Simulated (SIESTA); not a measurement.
## WC under changes of volume

One of the cells (10.753 Å³/atom); the others are scaled copies at fixed shape and fractional positions:

```
CELL_PARAMETERS angstrom
0.00000 2.20721 2.20721
2.20721 0.00000 2.20721
2.20721 2.20721 0.00000
ATOMIC_POSITIONS crystal
W 0.00000 0.00000 0.00000
C 0.50000 0.50000 0.50000
```

Measurements of this composition are mostly on another form, of space group No. 187.

- Program: SIESTA 5.4.2
- Functional: PBEsol
- Potentials or basis: PseudoDojo 0.4 standard (PBEsol files)
- Basis: DZP (energy shift 0.003 Ry; two zetas on semicore shells)
- Grid cutoff: 800 Ry
- Energy shift: 0.003 Ry
- k mesh: 10 × 10 × 10
- Occupations: fermi-dirac, width 0.05 eV
- Spin: no spin polarisation

| volume (Å³/atom) | energy over the lowest point (meV/atom) | pressure (GPa) |
| --- | --- | --- |
| 9.910 | 41.13 | 24.6 |
| 10.120 | 14.82 | 15.6 |
| 10.331 | 0.00 | 7.2 |
| 10.753 | 0.88 | -7.4 |
| 10.964 | ? | ? |
| 11.175 | 37.05 | -19.7 |

Q: What does the run at 10.964 Å³/atom give?

A: Energy over the lowest point 14.91 meV/atom; pressure -13.7 GPa.

Worked out: A Birch-Murnaghan fit of order 3 (a polynomial in V^(-2/3)) to the other rows has its minimum at 10.53 Å³/atom with B0 = V·E''(V) = 366 GPa and B' = 3.5. It gives 14.95 meV/atom at 10.964 Å³/atom, against the run's 14.91, and -dE/dV = -13.8 GPa, against -13.7.

Energies are extrapolated to zero smearing.

Caveats: short orbitals over semicore shells can move pressures by several GPa; the basis of atomic orbitals isn't converged, which shifts pressures, moduli and gaps.
